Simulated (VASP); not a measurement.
# Cu3Au (Pm-3m) in VASP: electric field gradients with PBE

Aim: the electric field gradients of Cu3Au with PBE.

All numbers are computed with VASP 6.6.1; they aren't measurements. Logs are shortened: lines on timing, memory, paths and dates and some standing lists are left out, and cuts for length are marked.

### 1 The structure

Symmetry: Pm-3m, No. 221, cubic system. Conventional cell: a = 3.740 Å, b = 3.740 Å, c = 3.740 Å, α = 90.00°, β = 90.00°, γ = 90.00°. Around Cu (site symmetry 4/mmm) lie 8 Cu at 2.64 Å and 4 Au at 2.64 Å. Au (site symmetry m-3m) has 12 Cu at 2.64 Å as nearest neighbours.

### 2 Electric field gradients, PBE

File INCAR:

```
SYSTEM = Cu3Au
PREC     = Accurate       ! precision mode
ENCUT    = 520            ! plane-wave cutoff, eV
EDIFF    = 1E-8           ! SCF threshold, eV
ISMEAR   = -1             ! smearing method
SIGMA    = 0.08           ! smearing width, eV
LREAL    = .FALSE.        ! projectors in reciprocal space
LASPH    = .TRUE.         ! aspherical terms in the spheres
NELM     = 100            ! most SCF steps
ALGO     = Normal         ! electronic algorithm
ISIF     = 2              ! what is computed and relaxed
LWAVE    = .FALSE.        ! write WAVECAR
LCHARG   = .FALSE.        ! write CHGCAR
GGA      = PE             ! functional
LEFG     = .TRUE.       
NBANDS   = 30             ! bands
```

File KPOINTS:

```
regular mesh
0
G
  10 10 10
  0 0 0
```

File POSCAR:

```
Cu3Au
1.0
    3.7400000000      0.0000000000      0.0000000000
    0.0000000000      3.7400000000      0.0000000000
    0.0000000000      0.0000000000      3.7400000000
Cu Au
3 1
Direct
    0.0000000000      0.5000000000      0.5000000000
    0.5000000000      0.0000000000      0.5000000000
    0.5000000000      0.5000000000      0.0000000000
    0.0000000000      0.0000000000      0.0000000000
```

Potentials or basis: VASP PAW PBE potentials, release 64 (Cu, Au).

The run is started by

```sh
cat potpaw_PBE.64/Cu/POTCAR potpaw_PBE.64/Au/POTCAR > POTCAR
mpirun -np 1 vasp_std > vasp.out
```

OUTCAR:

```text
SYSTEM = Cu3Au
   PREC = Accurate
   ENCUT = 520
   EDIFF = 1E-8
   ISMEAR = -1
   LREAL = .FALSE.
   LASPH = .TRUE.
   NELM = 100
   ISIF = 2
   GGA = PE

 ion  position               nearest neighbor table
   1  0.000  0.500  0.500-   2 2.64   3 2.64   4 2.64   3 2.64   4 2.64   2 2.64   4 2.64   4 2.64
                             2 2.64   3 2.64   3 2.64   2 2.64
   2  0.500  0.000  0.500-   1 2.64   3 2.64   4 2.64   3 2.64   4 2.64   1 2.64   3 2.64   3 2.64
                             1 2.64   4 2.64   4 2.64   1 2.64
   3  0.500  0.500  0.000-   1 2.64   2 2.64   4 2.64   1 2.64   2 2.64   2 2.64   4 2.64   2 2.64
                             1 2.64   4 2.64   1 2.64   4 2.64
   4  0.000  0.000  0.000-   1 2.64   2 2.64   3 2.64   1 2.64   2 2.64   1 2.64   3 2.64   1 2.64
                             2 2.64   3 2.64   2 2.64   3 2.64

  LATTYP: Found a simple cubic cell.
 ALAT       =     3.7400000000

  Lattice vectors:

 A1 = (   3.7400000000,   0.0000000000,   0.0000000000)
 A2 = (   0.0000000000,   3.7400000000,   0.0000000000)
 A3 = (   0.0000000000,   0.0000000000,   3.7400000000)

Analysis of symmetry for initial positions (statically):
=====================================================================
 Subroutine PRICEL returns:
 Original cell was already a primitive cell.

 Routine SETGRP: Setting up the symmetry group for a
 simple cubic supercell.

 Subroutine GETGRP returns: Found 48 space group operations
 (whereof 48 operations were pure point group operations)
 out of a pool of 48 trial point group operations.

The static configuration has the point symmetry O_h .

Analysis of symmetry for dynamics (positions and initial velocities):
=====================================================================
 Subroutine PRICEL returns:
 Original cell was already a primitive cell.

 Routine SETGRP: Setting up the symmetry group for a
 simple cubic supercell.

 Subroutine GETGRP returns: Found 48 space group operations
 (whereof 48 operations were pure point group operations)
 out of a pool of 48 trial point group operations.

The dynamic configuration has the point symmetry O_h .

 Subroutine INISYM returns: Found 48 space group operations
 (whereof 48 operations are pure point group operations),
 and found     1 'primitive' translations

----------------------------------------------------------------------------------------

                                     Primitive cell

  volume of cell :      52.3136

  direct lattice vectors                    reciprocal lattice vectors
     3.740000000  0.000000000  0.000000000     0.267379679  0.000000000  0.000000000
     0.000000000  3.740000000  0.000000000     0.000000000  0.267379679  0.000000000
     0.000000000  0.000000000  3.740000000     0.000000000  0.000000000  0.267379679

  length of vectors
     3.740000000  3.740000000  3.740000000     0.267379679  0.267379679  0.267379679

  position of ions in fractional coordinates (direct lattice)
     0.000000000  0.500000000  0.500000000
     0.500000000  0.000000000  0.500000000
     0.500000000  0.500000000  0.000000000
     0.000000000  0.000000000  0.000000000

  ion indices of the primitive-cell ions
   primitive index   ion index
                 1           1
                 2           2
                 3           3
                 4           4

----------------------------------------------------------------------------------------

 KPOINTS: regular mesh

Automatic generation of k-mesh.
 Grid dimensions read from file:
 generate k-points for:   10   10   10

 Generating k-lattice:

  Cartesian coordinates                     Fractional coordinates (reciprocal lattice)
     0.026737968  0.000000000  0.000000000     0.100000000  0.000000000  0.000000000
     0.000000000  0.026737968  0.000000000     0.000000000  0.100000000  0.000000000
     0.000000000  0.000000000  0.026737968     0.000000000  0.000000000  0.100000000

  Length of vectors
     0.026737968  0.026737968  0.026737968

  Shift w.r.t. Gamma in fractional coordinates (k-lattice)
[... 38 lines left out ...]
   dimension x,y,z NGXF=    56 NGYF=   56 NGZF=   56
   ions per type =               3   1
   NGX,Y,Z   is equivalent  to a cutoff of  12.45, 12.45, 12.45 a.u.
   NGXF,Y,Z  is equivalent  to a cutoff of  24.89, 24.89, 24.89 a.u.
 SYSTEM =  Cu3Au
   PREC   = accura    normal or accurate (medium, high low for compatibility)
   ISTART =      0    job   : 0-new  1-cont  2-samecut
   ICHARG =      2    charge: 1-file 2-atom 10-const
   ISPIN  =      1    spin polarized calculation?
   LNONCOLLINEAR =      F non collinear calculations
   LSORBIT =      F    spin-orbit coupling
   LASPH  =      T    aspherical Exc in radial PAW
   ENCUT  =  520.0 eV  38.22 Ry    6.18 a.u.   6.95  6.95  6.95*2*pi/ulx,y,z
   NELM   =    100;   NELMIN=  2; NELMDL= -5     # of ELM steps
   EDIFF  = 0.1E-07   stopping-criterion for ELM
   LREAL  =      F    real-space projection
   EDIFFG = 0.1E-06   stopping-criterion for IOM
   NSW    =      0    number of steps for IOM
   IBRION =     -1    ionic relax: 0-MD 1-quasi-New 2-CG
   NFREE  =      0    steps in history (QN), initial steepest desc. (CG)
   ISIF   =      2    stress and relaxation
   ISYM   =      2    0-nonsym 1-usesym 2-fastsym
   POTIM  = 0.5000    time-step for ionic-motion
   TEBEG  =    0.0;   TEEND  =   0.0 temperature during run
   PSTRESS=    0.0 pullay stress
   NELECT =      44.0000    total number of electrons
   NUPDOWN=      -1.0000    fix difference up-down
   EMIN   =  10.00;   EMAX   =-10.00  energy-range for DOS
   EFERMI =   0.00;   METHOD = LEGACY
   ISMEAR =    -1;   SIGMA  =   0.08  broadening in eV -4-tet -1-fermi 0-gaus
   EFERMI_NEDOS =   21; number of points for ismear=-14 and -15
   IALGO  =     38    algorithm
   IMIX   =      4    mixing-type and parameters
     AMIX     =   0.40;   BMIX     =  1.00
     AMIX_MAG =   1.60;   BMIX_MAG =  1.00
  volume/ion in A,a.u.               =      13.08        88.26
  Fermi-wavevector in a.u.,A,eV,Ry     =   1.545328  2.920247 32.491255  2.388040
  Thomas-Fermi vector in A             =   2.650723
   LORBIT       =      0    0 simple, 1 ext, 2 COOP (PROOUT), +10 PAW based schemes
   GGA     = PE    functional components
   LHFCALC =     F    Hartree Fock is set to
   AEXX    =    0.0000 exact exchange contribution
   IVDW    =     0    specifies the selected vdW correction
   LEPSILON=     F    determine dielectric tensor
   LRPA    =     F    only Hartree local field effects (RPA)
 non-spin polarized calculation
  energy-cutoff  :      520.00
  volume of cell :       52.31
 maximum number of plane-waves:      1427
 NGX is ok and might be reduce to    28
   NGX = 13   NGY = 13   NGZ = 13

 number of electron      44.0000060 magnetization

 Free energy of the ion-electron system (eV)
  ---------------------------------------------------
  ext. energy  EPLUGINS =         0.00000000
  ---------------------------------------------------
  free energy    TOTEN  =       -14.56866843 eV

  energy without entropy =      -14.54304426  energy(sigma->0) =      -14.55585635

 E-fermi :   8.3618     XC(G=0): -12.7374

 val. band max:        8.3306092891   @ k =   0.4000   0.4000   0.2000
 cond. band min:       8.4747486678   @ k =   0.5000   0.5000   0.2000
 fundamental gap:      0.1441393787
 Fermi energy:         8.3618225889

 k-point     1 :       0.0000    0.0000    0.0000
  band No.  band energies     occupation
      1      -1.3355      2.00000
      2       1.9152      2.00000
      3       1.9152      2.00000
      4       2.7473      2.00000
      5       2.7473      2.00000
      6       2.7473      2.00000
[... 781 lines left out ...]
     29      19.6964      0.00000
     30      19.7337      0.00000

 [... further k-points ...]
[... 5 lines left out ...]
  --------------------------------------------------------------------------------------
  -------------------------------------------------------------------------------------
  Total        1.6851435      1.6851435      1.6851435      0.0000000     -0.0000000      0.0000000
  in kB       51.6098596     51.6098596     51.6098596      0.0000000     -0.0000000      0.0000000
  external PRESSURE =      51.6098596 kB  Pullay stress =       0.0000000 kB

 VOLUME and BASIS-vectors are now :
 -----------------------------------------------------------------------------
  energy-cutoff  :      520.00
  volume of cell :       52.31
      direct lattice vectors                 reciprocal lattice vectors
     3.740000000  0.000000000  0.000000000     0.267379679  0.000000000  0.000000000
     0.000000000  3.740000000  0.000000000     0.000000000  0.267379679  0.000000000
     0.000000000  0.000000000  3.740000000     0.000000000  0.000000000  0.267379679

 POSITION                                       TOTAL-FORCE (eV/Angst)
 -----------------------------------------------------------------------------------
      0.00000      1.87000      1.87000         0.000000      0.000000      0.000000
      1.87000      0.00000      1.87000         0.000000      0.000000      0.000000
      1.87000      1.87000      0.00000         0.000000      0.000000      0.000000
      0.00000      0.00000      0.00000         0.000000      0.000000      0.000000
 -----------------------------------------------------------------------------------
    total drift:                                0.000000      0.000000      0.000000

  FREE ENERGIE OF THE ION-ELECTRON SYSTEM (eV)
  ---------------------------------------------------
  free  energy   TOTEN  =       -14.5686684321 eV

  energy  without entropy=      -14.5430442648  energy(sigma->0) =      -14.55585635

 Electric field gradients (V/A^2)
---------------------------------------------------------------------
 ion       V_xx      V_yy      V_zz      V_xy      V_xz      V_yz
---------------------------------------------------------------------
   1      18.153    -9.077    -9.077    -0.000    -0.000    -0.000
   2      -9.077    18.153    -9.077    -0.000    -0.000     0.000
   3      -9.077    -9.077    18.153     0.000     0.000     0.000
   4       0.000    -0.000     0.000     0.000    -0.000     0.000
---------------------------------------------------------------------

 Electric field gradients after diagonalization (V/A^2)
 (convention: |V_zz| > |V_xx| > |V_yy|)
----------------------------------------------------------------------
 ion       V_xx      V_yy      V_zz     asymmetry (V_yy - V_xx)/ V_zz
----------------------------------------------------------------------
   1      -9.077    -9.077    18.153       0.000
   2      -9.077    -9.077    18.153       0.000
   3      -9.077    -9.077    18.153       0.000
   4       0.000    -0.000     0.000      -0.283
----------------------------------------------------------------------

           NMR quadrupolar parameters

 Cq : quadrupolar parameter    Cq=e*Q*V_zz/h
 eta: asymmetry parameters     (V_yy - V_xx)/ V_zz
 Q  : nuclear electric quadrupole moment in mb (millibarn)
----------------------------------------------------------------------
 ion       Cq(MHz)       eta       Q (mb)
----------------------------------------------------------------------
   1       0.044       0.000       1.000
   2       0.044       0.000       1.000
   3       0.044       0.000       1.000
   4       0.000      -0.283       1.000
----------------------------------------------------------------------
```

It took 60 s on 1 thread of AMD EPYC 9R14 (Zen 4), shared host; peak memory 0.18 GiB.

Results:

- Free energy: -14.5687 eV
- Pressure: 5.2 GPa
- Band gap on the k mesh: none (metal or under the smearing width)

Electric field gradients, principal values (V/Å²):
| atom | Vxx | Vyy | Vzz |
| --- | --- | --- | --- |
| 1 Cu | -9.077 | -9.077 | 18.153 |
| 2 Cu | -9.077 | -9.077 | 18.153 |
| 3 Cu | -9.077 | -9.077 | 18.153 |
| 4 Au | 0.000 | 0.000 | 0.000 |
